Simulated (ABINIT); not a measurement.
# ZrSe2 (P-3m1) in ABINIT: band structure with TB-mBJ

Aim: the band structure of ZrSe2 with TB-mBJ.

All numbers are computed with ABINIT 10.8.3 (patched build); they aren't measurements. Logs are shortened: lines on timing, memory, paths and dates and some standing lists are left out, and cuts for length are marked. The log counts tension as positive stress, the text compression.

**Measured values to compare with.**

“Stress-Tuned Optical Transitions in Layered 1T-MX2 (M= Hf, Zr, Sn; X= S, Se) Crystals”, 2022, arxiv:2210.12074 quotes, for a bulk crystal of ZrSe2: band gap 1.2 eV (indirect).

The results are compared with them further down.

**1. The structure**

Symmetry: P-3m1, No. 164, trigonal system. Conventional cell: a = 3.798 Å, b = 3.798 Å, c = 6.192 Å, α = 90.00°, β = 90.00°, γ = 120.00°. Around Zr (site symmetry -3m) lie 6 Se at 2.68 Å. Around Se (site symmetry 3m) lie 3 Zr at 2.68 Å.

**2. Band structure, TB-mBJ**

File run.abi:

```
# Datasets: ground state, then fixed potential
ndtset 2

# Pseudopotentials
pp_dirpath "./"
pseudos "Zr.LDA_PW-JTH.xml, Se.LDA_PW-JTH.xml"

# Structure
acell 3.798 3.798 6.192 Angstrom
rprim
     1.0000000000     0.0000000000     0.0000000000
    -0.5000000000     0.8660254038     0.0000000000
     0.0000000000     0.0000000000     1.0000000000
ntypat 2
znucl 40 34
natom 3
typat 1 2 2
xred
     0.0000000000     0.0000000000     0.0000000000
     0.6666666667     0.3333333333     0.7500000000
     0.3333333333     0.6666666667     0.2500000000

# Plane-wave basis
ecut 20.0
pawecutdg 40.0

# Exchange and correlation
ixc -208012
usekden 1
pawxcdev 0

# Bands and occupations
occopt 3
tsmear 0.05 eV

# SCF cycle
nstep 100
diemix 0.3
optforces 0
optstress 0

# Output
iomode 3
prtwf 0
prteig 0
prtebands 0
enunit 1
prtden1 1
prtkden1 1

# Dataset 1
kptopt1 1
ngkpt1 8 8 5
nshiftk1 1
shiftk1 0.0 0.0 0.0
nband1 16
tolvrs1 1.0e-7

# Dataset 2: bands along G-M-K-G-A-L-H-A
iscf2 -2
getden2 1
getkden2 1
nband2 22
nbdbuf2 4
tolwfr2 1.0e-11
kptopt2 -7
ndivsm2 8
prteig2 1
prtvol2 -3
kptbounds2
     0.0000000000     0.0000000000     0.0000000000
     0.5000000000     0.0000000000     0.0000000000
     0.3333333333     0.3333333333     0.0000000000
     0.0000000000     0.0000000000     0.0000000000
     0.0000000000     0.0000000000     0.5000000000
     0.5000000000     0.0000000000     0.5000000000
     0.3333333333     0.3333333333     0.5000000000
     0.0000000000     0.0000000000     0.5000000000
```

Potentials or basis: JTH PAW LDA v2.0.

On the command line:

```
$ abinit run.abi > log 2>&1
```

run.abo:

```text
.Version 10.8.3 of ABINIT
 DATASET    1 : space group P-3 m 1 (#164); Bravais hP (primitive hexag.)
================================================================================
 Values of the parameters that define the memory need for DATASET  1.
     intxc =       0    ionmov =       0      iscf =       7    lmnmax =      18
     lnmax =       6     mgfft =      48  mpssoang =       3    mqgrid =    3332
     natom =       3  nloc_mem =       2    nspden =       1   nspinor =       1
    nsppol =       1      nsym =      12    n1xccc =       1    ntypat =       2
    occopt =       3   xclevel =       2
       mpw =        2249          nfft =       43200          nkpt =          40
 PAW method is used; the additional fine FFT grid is defined by:
   mgfftf=        72    nfftf =    145800
================================================================================
================================================================================

 DATASET    2 : space group P-3 m 1 (#164); Bravais hP (primitive hexag.)
================================================================================
 Values of the parameters that define the memory need for DATASET  2.
     intxc =       0    ionmov =       0      iscf =      -2    lmnmax =      18
     lnmax =       6     mgfft =      48  mpssoang =       3    mqgrid =    3332
     natom =       3  nloc_mem =       2    nspden =       1   nspinor =       1
    nsppol =       1      nsym =      12    n1xccc =       1    ntypat =       2
    occopt =       3   xclevel =       2
       mpw =        2250          nfft =       43200          nkpt =          91
 PAW method is used; the additional fine FFT grid is defined by:
   mgfftf=        72    nfftf =    145800
================================================================================
================================================================================

--------------------------------------------------------------------------------
------------- Echo of variables that govern the present computation ------------
--------------------------------------------------------------------------------
 -outvars: echo values of preprocessed input variables --------
            acell      7.1771798262E+00  7.1771798262E+00  1.1701184172E+01 Bohr
              amu      9.12240000E+01  7.89600000E+01
           diemix      3.00000000E-01
             ecut      2.00000000E+01 Hartree
           enunit           1
           getden1          0
           getden2          1
          getkden1          0
          getkden2          1
             iscf1          7
             iscf2         -2
              ixc     -208012
           jdtset        1    2
           kptopt1          1
           kptopt2         -7
         kptrlatt        8    0    0      0    8    0      0    0    5
          kptrlen1     5.74174386E+01
          kptrlen2     3.00000000E+01
            natom           3
            nband1         16
            nband2         22
           nbdbuf1          0
           nbdbuf2          4
           ndtset           2
           ndivsm1          0
           ndivsm2          8
            ngfft          30      30      48
          ngfftdg          45      45      72
             nkpt1         40
             nkpt2         91
            nstep         100
             nsym          12
           ntypat           2
           occopt           3
        optforces           0
        optstress           0
        pawecutdg      4.00000000E+01 Hartree
         pawxcdev           0
        prtebands           0
           prteig1          0
           prteig2          1
          prtkden           1
           prtvol1          0
           prtvol2         -3
            prtwf           0
            rprim      1.0000000000E+00  0.0000000000E+00  0.0000000000E+00
                      -5.0000000000E-01  8.6602540380E-01  0.0000000000E+00
                       0.0000000000E+00  0.0000000000E+00  1.0000000000E+00
           shiftk1     0.00000000E+00  0.00000000E+00  0.00000000E+00
           shiftk2     5.00000000E-01  5.00000000E-01  5.00000000E-01
          spgroup         164
[... 977 lines left out ...]
  2.37E-12  3.09E-12  8.95E-12  5.57E-12  3.79E-12  2.72E-12  2.56E-12  3.56E-12
  4.85E-12  4.30E-12  1.35E-10  4.93E-08  2.66E-08  5.12E-08
 -1.7128E+00 -9.0238E-01 -8.9847E-01 -8.9841E-01 -3.5892E-01 -3.3638E-01
 -6.9723E-03  1.2359E-02  1.4893E-02  4.9414E-02  1.0280E-01  1.0468E-01
  1.6555E-01  1.6619E-01  2.0287E-01  2.8507E-01  2.8747E-01  3.4526E-01
  3.9219E-01  4.6151E-01  4.6466E-01  4.7419E-01
 Non-SCF case, kpt   91 (  0.00000  0.00000  0.50000), residuals and eigenvalues=
  5.92E-12  9.64E-12  1.72E-12  9.87E-12  7.75E-12  4.76E-12  8.29E-12  7.71E-12
  7.03E-12  3.29E-12  7.52E-12  6.40E-12  1.52E-12  4.08E-12  4.25E-12  8.11E-12
  4.86E-12  3.57E-12  8.27E-12  2.74E-10  6.53E-09  6.94E-09
 -1.7128E+00 -9.0239E-01 -8.9840E-01 -8.9840E-01 -3.5928E-01 -3.3641E-01
 -7.3748E-03  1.4708E-02  1.4708E-02  4.6833E-02  1.0609E-01  1.0609E-01
  1.6458E-01  1.6458E-01  2.0173E-01  2.8810E-01  2.8810E-01  3.4187E-01
  3.9097E-01  4.6311E-01  4.6311E-01  4.7350E-01

Result for kinetic energy density :

--------------------------------------------------------------------------------
 Total kinetic energy density [Ha/Bohr^3]
)     Maximum=    1.2004E+00  at reduced coord.    0.0000    0.0000    0.0000
)     Minimum=    5.9193E-04  at reduced coord.    0.0000    0.0000    0.5000
   Integrated=    1.9059E+01
--------------------------------------------------------------------------------

--- !ResultsGS
iteration_state: {dtset: 2, }
comment   : Summary of ground state results
lattice_vectors:
- [  7.1771798,   0.0000000,   0.0000000, ]
- [ -3.5885899,   6.2156201,   0.0000000, ]
- [  0.0000000,   0.0000000,  11.7011842, ]
lattice_lengths: [   7.17718,    7.17718,   11.70118, ]
lattice_angles: [ 90.000,  90.000, 120.000, ] # degrees, (23, 13, 12)
lattice_volume:   5.2199711E+02
convergence: {deltae:  0.000E+00, res2:  0.000E+00, residm:  9.981E-12, diffor:  0.000E+00, }
etotal    :  -5.42523850E+01
entropy   :   0.00000000E+00
fermie    :   1.29199236E-01
cartesian_stress_tensor: null
pressure_GPa: null
xred      :
- [  0.0000E+00,   0.0000E+00,   0.0000E+00, Zr]
- [  6.6667E-01,   3.3333E-01,   7.5000E-01, Se]
- [  3.3333E-01,   6.6667E-01,   2.5000E-01, Se]
cartesian_forces: null
force_length_stats: {min: null, max: null, mean: null, }
...

 Integrated electronic density in atomic spheres:
 ------------------------------------------------
 Atom  Sphere_radius  Integrated_density
    1        2.22030          8.91178585
    2        2.21132          4.03464433
    3        2.21132          4.03464433

================================================================================

 ----iterations are completed or convergence reached----

 Mean square residual over all n,k,spin=   50.532E-13; max=  99.808E-13
 reduced coordinates (array xred) for    3 atoms
       0.000000000000      0.000000000000      0.000000000000
       0.666666666667      0.333333333333      0.750000000000
       0.333333333333      0.666666666667      0.250000000000

 cartesian coordinates (angstrom) at end:
    1      0.00000000000000     0.00000000000000     0.00000000000000
    2      1.89900000000000     1.09638816121080     4.64400000000000
    3      0.00000000000000     2.19277632242160     1.54800000000000
 length scales=  7.177179826198  7.177179826198 11.701184171621 bohr
              =  3.798000000000  3.798000000000  6.192000000000 angstroms
 Eigenvalues (   eV  ) for nkpt=  91  k points:
 kpt#   1, nband= 22, wtk=  1.00000, kpt=  0.0000  0.0000  0.0000 (reduced coord)
 -46.60742  -24.55520  -24.44681  -24.44681  -10.01882   -8.81431   -1.25974    0.35833
   0.35833    3.03926    3.03926    3.13658    4.50053    4.50053    5.10130    7.48201
   7.48201    8.87822    8.90584   12.47283   12.47283   15.47682
 kpt#   2, nband= 22, wtk=  1.00000, kpt=  0.0333  0.0000  0.0000 (reduced coord)
 -46.60697  -24.55464  -24.44869  -24.44718  -10.00889   -8.81580   -1.24500    0.34452
   0.36377    2.94301    2.99701    3.13897    4.52616    4.54722    5.11518    7.43295
   7.47541    8.96421    8.97957   12.45208   12.51856   15.40166
 kpt#   3, nband= 22, wtk=  1.00000, kpt=  0.0667  0.0000  0.0000 (reduced coord)
 -46.60669  -24.55328  -24.45436  -24.44842   -9.97954   -8.82005   -1.20120    0.30608
   0.37968    2.68933    2.88557    3.14005    4.57085    4.67051    5.16053    7.32560
   7.45833    9.13229    9.24272   12.39672   12.65332   15.27282
 kpt#   4, nband= 22, wtk=  1.00000, kpt=  0.1000  0.0000  0.0000 (reduced coord)
 -46.60560  -24.55106  -24.46334  -24.45028   -9.93160   -8.82678   -1.12924    0.25014
   0.40498    2.34157    2.73561    3.12612    4.59031    4.83750    5.23967    7.22345
   7.43835    9.38656    9.60617   12.32518   12.87034   14.93142
 kpt#   5, nband= 22, wtk=  1.00000, kpt=  0.1333  0.0000  0.0000 (reduced coord)
[... 333 lines left out ...]
   0.43806    1.70139    2.27104    2.57873    4.68198    4.71044    5.74614    7.32177
   7.68553    9.94390   10.91859   12.29487   12.66429   13.28824
 kpt#  89, nband= 22, wtk=  1.00000, kpt=  0.0392  0.0392  0.5000 (reduced coord)
 -46.60639  -24.55361  -24.45456  -24.44835   -9.73776   -9.15155   -0.15788    0.18957
   0.41906    1.50840    2.56820    2.73975    4.57753    4.61716    5.61041    7.55841
   7.77045    9.62889   10.76818   12.44416   12.69364   13.02257
 kpt#  90, nband= 22, wtk=  1.00000, kpt=  0.0196  0.0196  0.5000 (reduced coord)
 -46.60635  -24.55495  -24.44859  -24.44706   -9.76675   -9.15341   -0.18973    0.33631
   0.40526    1.34462    2.79726    2.84836    4.50473    4.52217    5.52036    7.75722
   7.82239    9.39496   10.67198   12.55836   12.64391   12.90327
 kpt#  91, nband= 22, wtk=  1.00000, kpt=  0.0000  0.0000  0.5000 (reduced coord)
 -46.60680  -24.55539  -24.44673  -24.44673   -9.77657   -9.15407   -0.20068    0.40023
   0.40023    1.27439    2.88695    2.88695    4.47834    4.47834    5.48937    7.83960
   7.83960    9.30288   10.63890   12.60187   12.60187   12.88455

== END DATASET(S) ==============================================================
================================================================================

 -outvars: echo values of variables after computation  --------
            acell      7.1771798262E+00  7.1771798262E+00  1.1701184172E+01 Bohr
           etotal1    -5.4252384971E+01
            fcart1     9.9999999999E+99  9.9999999999E+99  9.9999999999E+99
                       9.9999999999E+99  9.9999999999E+99  9.9999999999E+99
                       9.9999999999E+99  9.9999999999E+99  9.9999999999E+99
            rprim      1.0000000000E+00  0.0000000000E+00  0.0000000000E+00
                      -5.0000000000E-01  8.6602540380E-01  0.0000000000E+00
                       0.0000000000E+00  0.0000000000E+00  1.0000000000E+00
           strten1     9.9999999999E+99  9.9999999999E+99  9.9999999999E+99
                       9.9999999999E+99  9.9999999999E+99  9.9999999999E+99
           xangst      0.0000000000E+00  0.0000000000E+00  0.0000000000E+00
                       1.8990000000E+00  1.0963881612E+00  4.6440000000E+00
                       3.8049734892E-17  2.1927763224E+00  1.5480000000E+00
             xred      0.0000000000E+00  0.0000000000E+00  0.0000000000E+00
                       6.6666666667E-01  3.3333333333E-01  7.5000000000E-01
                       3.3333333333E-01  6.6666666667E-01  2.5000000000E-01
 Calculation completed.
```

Wall time 19 min (1 thread of Intel Xeon Platinum 8259CL at 2.50GHz (Skylake/Cascade Lake), shared host); peak memory 0.21 GiB.

What came out:

| Property | Result |
| --- | --- |
| Band gap on the k mesh | 0.79 eV, indirect (least direct gap 1.36 eV) |
| Band gap along the path | 0.77 eV, indirect (least direct gap 1.36 eV) |
| Valence electrons inside the program's atomic spheres | Zr 8.91; Se 4.03 |

Levels at the corners of the path, in eV from the valence-band top:
| point | band 8 | band 9 | band 10 | band 11 | band 12 | band 13 | band 14 | band 15 | band 16 | band 17 |
| --- | --- | --- | --- | --- | --- | --- | --- | --- | --- | --- |
| Γ | -2.78 | -2.78 | -0.10 | -0.10 | 0.00 | 1.36 | 1.36 | 1.96 | 4.34 | 4.34 |
| M | -2.81 | -2.57 | -2.54 | -2.00 | -1.34 | 0.93 | 2.79 | 3.17 | 4.98 | 5.01 |
| K | -3.42 | -3.42 | -2.21 | -2.21 | -1.70 | 2.07 | 2.87 | 2.87 | 4.13 | 4.13 |
| Γ | -2.78 | -2.78 | -0.10 | -0.10 | 0.00 | 1.36 | 1.36 | 1.96 | 4.34 | 4.34 |
| A | -2.74 | -2.74 | -1.87 | -0.25 | -0.25 | 1.34 | 1.34 | 2.35 | 4.70 | 4.70 |
| L | -3.40 | -2.72 | -2.47 | -1.06 | -0.95 | 0.77 | 2.77 | 3.15 | 4.50 | 5.50 |
| H | -3.53 | -3.22 | -2.23 | -2.01 | -2.01 | 2.13 | 2.56 | 2.56 | 4.82 | 4.82 |
| A | -2.74 | -2.74 | -1.87 | -0.25 | -0.25 | 1.34 | 1.34 | 2.35 | 4.70 | 4.70 |

Caveat: the constant c of TB-mBJ comes from the pseudo density here, which moves gaps by up to 0.3 eV between sets of potentials; the PAW data sets were made with another functional, which shifts forces and pressure a little.

**3. How close it comes**

Step 2. Against the measured gap of ZrSe2, 1.2 eV (indirect; quoted in “Stress-Tuned Optical Transitions in Layered 1T-MX2 (M= Hf, Zr, Sn; X= S, Se) Crystals”, 2022, arxiv:2210.12074), the calculated 0.77 eV is off by -0.43 eV. Spin-orbit coupling on Se, Zr is left out. The value is that of TB-mBJ, without temperature or zero-point motion.
